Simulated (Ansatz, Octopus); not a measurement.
Given: the input of a run of Octopus 16.4 on Bi. Atoms were shifted at random by some hundredths of an Å from the given cell, which wasn't relaxed again for these runs. This isn't the form of Bi at room conditions, which is rhombohedral.

Contents of inp:

```
CalculationMode = gs
UnitsOutput = eV_Angstrom
PeriodicDimensions = 3
ExperimentalFeatures = yes
PseudopotentialSet = pseudodojo_pbesol
%LatticeParameters
 1*angstrom | 1*angstrom | 1*angstrom
%
%LatticeVectors
 3.238376246 | 0 | 0
 0 | 3.22164332 | 0
 -0.0804548793 | 0 | 6.4438887882
%
%ReducedCoordinates
 "Bi" | 0.555336 | 0.000703 | 0.750284
 "Bi" | 0.458377 | 0.012712 | 0.241406
%
%Spacing
 0.13493234*angstrom | 0.13423514*angstrom | 0.13425815*angstrom
%
DerivativesOrder = 8
%KPointsGrid
 8 | 8 | 4
%
KPointsUseSymmetries = yes
XCFunctional = gga_x_pbe_sol + gga_c_pbe_sol
SmearingFunction = fermi_dirac
Smearing = 0.05*eV
ExtraStates = 6
Eigensolver = chebyshev_filter
ConvRelDens = 3e-7
MaximumIter = 120
```

Potentials or basis: pseudodojo_pbesol (PseudoDojo 0.4, PBEsol).

Command:

```console
$ OMP_NUM_THREADS=1 octopus > out.log
```

Task: Translate it to Ansatz 0.2.0. Potentials or basis there: all-electron LAPW, scalar-relativistic.

Result: As run (cutoffs and basis follow the program's own potentials, and thresholds, step limits or extra output files can differ):

Contents of input.yaml:

```yaml
crystal:
  lattice:
    - [3.238376246, 0.0, 0.0]
    - [0.0, 3.22164332, 0.0]
    - [-0.0804548793, 0.0, 6.4438887882]
  atoms:
    - { symbol: Bi, position: [0.555336, 0.000703, 0.750284] }
    - { symbol: Bi, position: [0.458377, 0.012712, 0.241406] }
kpoints:
  mp_grid: { grid: [8, 8, 4] }
scf:
  occupations: { method: fermi_dirac, width: 0.05 }
hamiltonian:
  xc: pbesol
  pseudopotentials: { kind: all_electron, lapw: { basis_error: 0.001 } }
output:
  forces: true
  stress: true
  eigenvalues: true
  populations: true
```

Potentials or basis: all-electron LAPW, scalar-relativistic.

Run with:

```sh
$ ansatz run input.yaml --threads 1 --pin off --max-ram 3072MiB --backend cpu --events-out ev --progress --plain --runs-dir out
```

Both were run:

|  | Octopus | Ansatz |
| --- | --- | --- |
| Largest force | 0.053 eV/Å | 0.047 eV/Å |

Where Ansatz's input types no cutoff or centring, it takes its own default and a Γ-centred mesh.
